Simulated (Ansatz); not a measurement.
The system is GaSb.

```
Sb Ga
1.0
    -1.55590    2.67500    2.89331
     1.55590   -2.67500    2.89331
     1.55590    2.67500   -2.89331
Sb Ga
1 1
Direct
  0.50000 0.50000 0.00000
  0.00000 0.00000 0.00000
```

Measurements of this composition are mostly on another form, of space group No. 216.

| Property | Result |
| --- | --- |
| Program | Ansatz 0.2.0 |
| Task | relaxation of cell and atoms |
| Functional | LDA |
| Potentials or basis | all-electron LAPW, relativistic spinors |
| Basis error allowed | 0.001 eV/atom |
| k mesh | 7 × 7 × 7 |
| Occupations | fermi-dirac, width 0.05 eV |
| Spin | spin-orbit coupling, no magnetisation |

At the start: volume 24.08 Å³/atom.

Task: How do energy, volume and symmetry change on relaxing?

Result: Over 5 steps the energy falls by 29.9 meV/atom and the volume is 22.17 Å³/atom (-8.0 %); space group Immm (No. 71, to 0.05 Å).

The path:
```
step  energy change (eV)  largest force (eV/Å)  volume (Å³)
   1              0.0000                0.0000        48.17
   2             -0.0494                0.0000        42.88
   3             -0.0596                0.0000        44.56
   4             -0.0598                0.0000        44.33
   5             -0.0598                0.0000        44.33
```

Final structure:
```
CELL_PARAMETERS angstrom
-1.52020 2.60044 2.80344
1.52020 -2.60044 2.80344
1.52020 2.60044 -2.80344
ATOMIC_POSITIONS crystal
Sb 0.50000 0.50000 0.00000
Ga 0.00000 0.00000 0.00000
```

Caveat: the k mesh is thin for a metal, which can move the energy by tens of meV per atom.
